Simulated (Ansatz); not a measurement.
A surface is cut from this relaxed crystal of TePb:

```xyz
2
Lattice="0.0000 3.2215 3.2215 3.2215 0.0000 3.2215 3.2215 3.2215 0.0000" Properties=species:S:1:pos:R:3 pbc="T T T"
Te    3.2215    3.2215    3.2215
Pb    0.0000    0.0000    0.0000
```

Miller indices refer to the conventional cell of Fm-3m (No. 225), a = 6.443 Å, b = 6.443 Å, c = 6.443 Å, α = 90.00°, β = 90.00°, γ = 90.00°. The bulk's gap is 0.65 eV.

These are results of Ansatz 0.2.0, DFT PBEsol, scalar-relativistic, plane waves, PAW, not measurements. Cutoff 420 eV, Gaussian smearing of 0.05 eV, no spin polarisation. A dipole correction acts along the normal.

The slab's middle planes relax by over 3 % too, so it holds no bulk-like region.

A relaxed slab with low-index faces, about a nanometre thick, has these properties:

```json
{
  "Surface energy (mean of both faces)": "0.22 J/m²",
  "Gap of the slab on the mesh": "1.21 eV"
}
```

Question: Which low-index plane was cut, and which atoms end it?

Answer: The (100) plane, with TePb in the top plane and TePb in the bottom one as cut, before relaxation. The planes from bottom to top: TePb, TePb, TePb, TePb.

Spin-orbit coupling is left out, which matters for the bands of heavy elements. Gaps are read on the k points sampled, so a band crossing between them can be missed.